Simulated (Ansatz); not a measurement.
The system is InP.

```
CELL_PARAMETERS angstrom
0.00000 2.93050 2.93050
2.93050 0.00000 2.93050
2.93050 2.93050 0.00000
ATOMIC_POSITIONS crystal
In 0.00000 0.00000 0.00000
P 0.75000 0.75000 0.75000
```

Base run:

- Program: Ansatz 0.2.0
- Functional: RPBE
- Potentials or basis: Ansatz PAW
- Cutoff: 420 eV (not typed: the program's choice for these potentials)
- k mesh: 8 × 8 × 8
- Occupations: fermi-dirac, width 0.05 eV
- Spin: no spin polarisation

Its results: band gap on the k mesh 0.85 eV, direct; pressure 5.2 GPa.

Question: The run is repeated on the same cell with these changes: functional from RPBE to revPBE. What comes out?

Answer: Band gap on the k mesh 0.81 eV, direct; pressure 4.7 GPa.

Caveats: spin-orbit coupling is left out, which moves the levels of the heavy elements; the PAW data sets come from PBE, with cores solved anew for the run's functional, which leaves a small shift of forces and pressure.
